**PbSe: changing the shape of a rocksalt crystal**

The shape ratio $c/a$ compares the crystal's length along one cube axis with its length across it. Each column of the table holds the volume fixed, so a longer crystal is also a thinner one. Energies are counted from the cubic crystal at 26.50 Å³ per atom.

Ansatz 0.2.0, scalar-relativistic LDA with D3(BJ) dispersion for rocksalt PbSe in a two-atom cell: PAW, plane-wave cutoff 420 eV, 12×12×12 k mesh, Gaussian smearing of 0.03 eV, no spin polarization. The shape ratio is c/a of the conventional cell, and free energies are relative to the relaxed cubic crystal. Symmetry fixes the atoms' fractional coordinates.

```tsv
shape ratio	free energy change at volume per atom 23.954 angstrom^3 (meV an atom)	free energy change at volume per atom 25.226 angstrom^3 (meV an atom)	free energy change at volume per atom 26.4978 angstrom^3 (meV an atom)	free energy change at volume per atom 28.406 angstrom^3 (meV an atom)	free energy change at volume per atom 29.678 angstrom^3 (meV an atom)
0.923	145.1	88.0	64.1	74.8	104.8
0.938	113.2	60.4	40.3	55.9	88.6
0.953	89.0	39.5	22.3	41.5	76.4
0.968	72.0	24.8	9.7	31.6	67.9
0.984	62.0	16.2	2.4	25.7	63.0
1.000	58.8	13.4	0.0	23.8	61.4
1.016	61.9	16.1	2.3	25.7	63.0
1.033	71.2	24.0	9.0	30.9	67.4
1.049	86.2	36.9	20.0	39.5	74.5
1.066	106.7	54.4	34.8	51.0	84.1
1.083	132.6	76.4	53.5	65.5	96.2
```

**1. What does it cost to double a change of shape?**

About four times as much energy. Let $x=\ln(c/a)$ measure the strain, so that flattening and lengthening count alike. At 26.50 Å³ the crystal with ratio 0.938 is strained twice as far as the one with 0.968, and it costs 40.3 instead of 9.7 meV per atom. The crystal resists like a spring, with an energy close to a constant times $x^2$.

**2. What is the spring?**

Most of it is probably the Pb–Se bonds. In rocksalt each atom has six neighbours, all along the cube axes, so a change of $c/a$ alters the bond lengths directly. Per atom there is one bond along the axis, whose logarithmic length changes by $2x/3$, and two across it, which change by $-x/3$.

Suppose that each bond has its own energy, whatever the others do. Squeezing a cubic crystal then already shows how stiff a bond is. If all three bonds change by $\lambda$, the energy is $\tfrac92 BV\lambda^2$, where $B$ is the bulk modulus and $V$ the volume per atom, so each bond holds $\tfrac32 BV\lambda^2$. Putting in the three changes of the strained crystal gives

$$E=\tfrac32 BV\left(\tfrac49+\tfrac19+\tfrac19\right)x^2=BVx^2 .$$

**3. Does this work for the flattest crystal, 0.923?**

Fairly well. The cubic crystals give $B=63.8$ GPa, or 0.398 eV/Å³, so $BV$ is 10.55 eV. With $x^2=0.00642$ the estimate is 68 meV per atom, against 64.1 in the table, a row that played no part in finding $B$.

The closeness flatters the formula, which gives the longest crystal, 1.083, the same 68 meV although it costs only 53.5. Real bonds aren't perfect springs. The fuller bond model takes its bond energy from a fourth-degree polynomial fitted to eleven cubic crystals of different volume, extended beyond its range for the outermost shapes. It gives 73 meV for the flattest crystal, and summed over all shapes at this volume it is 16% above the computed energies, as the output below shows. The three cube axes are therefore not quite independent: squeezing the crystal along one of them also makes it push along the others. The elastic constant for this push, $C_{12}$, is zero in the model but roughly 8 GPa here. Nor can the test tell bonds between neighbours from forces that reach farther along the same straight row of atoms, because both lengths change in the same proportion.

**4. Why does flattening cost more than lengthening?**

Compare 0.923 with 1.083, which are strained almost equally in opposite directions. At 26.50 Å³ the flattened crystal costs 10.6 meV per atom more. Its two axial bonds at each atom shrink from 2.98 to 2.83 Å, whereas in the lengthened crystal four bonds shrink, but only to 2.90 Å.

If each bond's energy followed $\lambda^2$ exactly, as in question 2, the two crystals would still cost the same, because the stretched bonds make up the difference. But repulsion between atoms rises ever more steeply as they approach, so a shortened bond costs more than a spring would and a stretched one less. This departure grows faster than the square of the change, so the bonds along the axis, which change most, decide: shortening them is dearer than stretching them. The bond model, which learns this steepness from the cubic crystals, gives a difference of 8.9 meV.

**5. Why is a larger crystal easier to deform?**

Flattening to 0.923 costs 86.3 meV per atom at the smallest volume of the table, but only 43.4 meV at the largest. These are differences from the cubic crystal of the same volume, so the cost of squeezing or expanding it has been removed.

The steep repulsion explains most of this too: longer bonds sit on a gentler part of their energy curve. Between 23.95 and 28.41 Å³ the constant in front of $x^2$ in the computed energy per atom falls by a factor of 1.7, and the bond model gives 1.5. The band gap closes on part of the map; how that affects the softening is untested.

**6. Would the flattened crystal keep its volume if it were free to choose?**

No, it would swell a little. In the 0.923 row the column at 26.50 Å³ looks best, but the same calculation at 27.13 Å³ lies 1.9 meV per atom lower. The best volume for this shape is about 27.0 Å³.

Swelling costs some energy but makes the change of shape cheaper. For a given swelling this saving grows with $x^2$, so it hardly matters near the cubic shape and has the same sign for flattening and lengthening. The 1.083 crystal swells by nearly as much.

**7. Which digits can be carried over to real PbSe?**

Hardly even the first. The tenths of a meV help to compare entries with one another, though their convergence with the k mesh and the wave cutoff isn't shown here. The larger error is that this level of theory makes the crystal too small; the real volume is roughly 29 Å³ per atom, a recalled value. By the answer to question 5, too small also means too stiff. The shape stiffness $C_{11}-C_{12}$ is 166 GPa at 26.50 Å³ and 122 GPa at 28.41 Å³, so a setting that corrected the volume alone would lower it by more than a quarter.

The compressed columns need a further caution. Real PbSe leaves the rocksalt structure at a few GPa, and a two-atom cell can't follow it there. The atoms weren't relaxed either. Symmetry cancels the forces on them at every shape in the table, so this does no harm as long as the symmetry holds, but a shift of Pb against Se that breaks it wasn't tried.

Numerical output:

```
fit of cubic on 11 rows: coefficient of lam -9.418 +/- 0.68, coefficient of lam**2 47461 +/- 28, coefficient of lam**3 -117497 +/- 578, coefficient of lam**4 194926 +/- 20527; rms 0.0174, worst 1.016 -0.0371, leave-one-out rms 0.0523
Volume 26.50 and best volume of each shape:
    row  computed meV  bond model meV  miss meV  best volume A^3  coupled form A^3
  0.923          64.1           72.74     8.636            27.02                27
  0.938          40.3           45.84     5.542            26.83             26.82
  0.953          22.3            25.4     3.104            26.67             26.68
  0.968           9.7           11.13     1.428            26.55             26.58
  0.984           2.4           2.743    0.3435            26.49             26.52
    1.0             0               0         0            26.47              26.5
  1.016           2.3           2.672    0.3719            26.49             26.52
  1.033             9           10.56     1.556            26.55             26.58
  1.049            20           23.47     3.472            26.67             26.68
  1.066          34.8           41.26     6.461            26.81             26.82
  1.083          53.5           63.79     10.29            26.98                27
Energy ratio for doubled strain (four steps over two, both signs summed): 4.016
Extra cost of 0.923 over 1.083 at 26.50, computed, meV an atom: 10.6
The same in the bond model, meV an atom: 8.946
Bond model excess over all shapes at 26.50, percent: 15.95
Bonds along the axis at 26.50, 0.923 then 1.083, first, A: 2.826
Bonds across the axis at 26.50, 1.083, A: 2.902
Shape cost of 0.923 at 23.95, meV an atom: 86.3
Shape cost of 0.923 at 29.68, meV an atom: 43.4
C11-C12 at volumes 23.95, GPa: 250.2
C11-C12 at volume 26.50, GPa: 166.1
C11-C12 at volume 28.41, GPa: 122.2
Shape coefficient at 23.95 over that at 28.41, computed: 1.726
The same ratio in the bond model: 1.519
Bulk modulus at 26.50, GPa: 63.77
C12 at 26.50 from B and C11-C12, GPa: 8.399
Gain of 0.923 from 26.50 to 27.13, meV an atom: 1.86
```
